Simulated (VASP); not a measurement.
A run of VASP 6.6.1:

POSCAR

```
NiO
1.0
    0.0000000000      2.0859016414      2.0859016414
    2.0859016414      0.0000000000      2.0859016414
    2.0859016414      2.0859016414      0.0000000000
Ni O
1 1
Direct
    0.0000000000      0.0000000000      0.0000000000
    0.5000000000      0.5000000000      0.5000000000
```

Contents of INCAR.step1:

```
PREC = Accurate
ENCUT = 600
EDIFF = 1E-8
ISMEAR = -1
SIGMA = 0.05
LREAL = F
LASPH = T
NELM = 150
ALGO = Normal
ISIF = 3
LWAVE = F
LCHARG = F
ISPIN = 2
MAGMOM = 1 0
LORBIT = 11
LMAXMIX = 4
GGA = CA
IBRION = 2
NSW = 40
EDIFFG = -0.002
```

File INCAR.step2:

```
PREC = Accurate
ENCUT = 600
EDIFF = 1E-8
ISMEAR = -1
SIGMA = 0.05
LREAL = F
LASPH = T
NELM = 150
ALGO = Normal
ISIF = 2
LWAVE = F
LCHARG = F
ISPIN = 2
MAGMOM = 1 0
LORBIT = 11
LMAXMIX = 4
GGA = CA
IBRION = 8
NSW = 1
```

File KPOINTS:

```
Automatic mesh
0
Gamma
  8 8 8
```

Potentials or basis: VASP PAW LDA potentials, release 64 (Ni, O).

Run with:

```bash
$ cat potpaw_LDA.64/Ni/POTCAR potpaw_LDA.64/O/POTCAR > POTCAR
$ cp INCAR.step1 INCAR
$ mpirun -np 1 vasp_std > vasp.out
$ cp CONTCAR POSCAR
$ cp INCAR.step2 INCAR
$ mpirun -np 1 vasp_std > vasp.out
```

Hardware: 1 thread of Intel(R) Xeon(R) 6975P-C (Granite Rapids), with other jobs on the host.

Q: Estimate the wall time of this run.

A: Wall time 99 s on 1 thread of Intel(R) Xeon(R) 6975P-C (Granite Rapids), with other jobs on the host, peak memory 0.19 GiB. Counts: scf iterations 134, k points 29, ion steps 6.
